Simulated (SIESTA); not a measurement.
GaP under changes of volume

One of the cells (20.240 Å³/atom); the others are scaled copies at fixed shape and fractional positions:

```xyz
2
Lattice="0.0000 2.7252 2.7252 2.7252 0.0000 2.7252 2.7252 2.7252 0.0000" Properties=species:S:1:pos:R:3 pbc="T T T"
Ga    0.0000    0.0000    0.0000
P     4.0879    4.0879    4.0879
```

| Quantity | Value |
| --- | --- |
| Program | SIESTA 5.4.2 |
| Functional | PBE |
| Potentials or basis | PseudoDojo 0.4 standard (PBE files) |
| Basis | SZ (energy shift 0.01 Ry) |
| Grid cutoff | 800 Ry |
| Energy shift | 0.01 Ry |
| k mesh | 8 × 8 × 8 |
| Occupations | fermi-dirac, width 0.05 eV |
| Spin | no spin polarisation |

```csv
volume (Å³/atom),energy over the lowest point (meV/atom),pressure (GPa),gap on the mesh (eV)
19.026,?,?,?
19.431,109.47,14.1,2.49
19.836,77.02,11.7,2.28
20.240,50.38,9.5,2.08
20.645,28.96,7.5,1.90
21.050,12.49,5.8,1.72
21.455,0.00,4.1,1.54
```

Question: What does the run at 19.026 Å³/atom give?

Answer: Energy over the lowest point 148.32 meV/atom; pressure 16.7 GPa; gap on the mesh 2.70 eV.

Worked out: A Birch-Murnaghan fit of order 3 (a polynomial in V^(-2/3)) to the other rows has no minimum within the range. It gives 148.58 meV/atom at 19.026 Å³/atom, against the run's 148.32, and -dE/dV = 16.9 GPa, against 16.7. A straight line through the other rows of the gap, of slope -9.53 eV per unit of ln V (its deformation potential), extrapolates to 2.68 eV, against the run's 2.70.

Energies are extrapolated to zero smearing.

Caveats: the basis has no polarisation orbitals; the basis of atomic orbitals isn't converged, which shifts pressures, moduli and gaps.

A mesh can miss the band edges. Spin-orbit coupling on Ga is left out.
